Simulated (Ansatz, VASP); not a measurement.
# BN in VASP and in Ansatz

```
B N
1.0
     2.46951    0.00000    0.00000
    -1.23475    2.13866    0.00000
     0.00000    0.00000    6.91118
B N
2 2
Direct
  0.00000 0.00000 0.50000
  0.33333 0.66667 0.00000
  0.00000 0.00000 0.00000
  0.66667 0.33333 0.50000
```

Alike in both runs: task single point; functional PBE; dispersion D3(BJ); k mesh 12 × 12 × 4; occupations gaussian, width 0.05 eV; no spin polarisation.

|  | VASP | Ansatz |
| --- | --- | --- |
| version | VASP 6.6.1 | Ansatz 0.2.0 |
| potentials or method | VASP PAW PBE potentials, release 64 (B, N) | scalar-relativistic, plane waves, PAW |
| plane-wave cutoff (eV) | 520 | 420 |
| valence electrons in the cell | 16 | 16 |

```csv
,VASP,Ansatz,Ansatz less VASP
gap on the k mesh at the Fermi level (eV),4.48,4.49,+0.007
least direct gap on the mesh (eV),4.65,4.66,+0.003
pressure (GPa),10.6,10.6,-0.06
largest component of the traceless stress (GPa),11.94,11.73,-0.219
```

A k mesh can miss the band edges. Expect the measured gap to be larger: semilocal functionals such as PBE lack the derivative discontinuity.
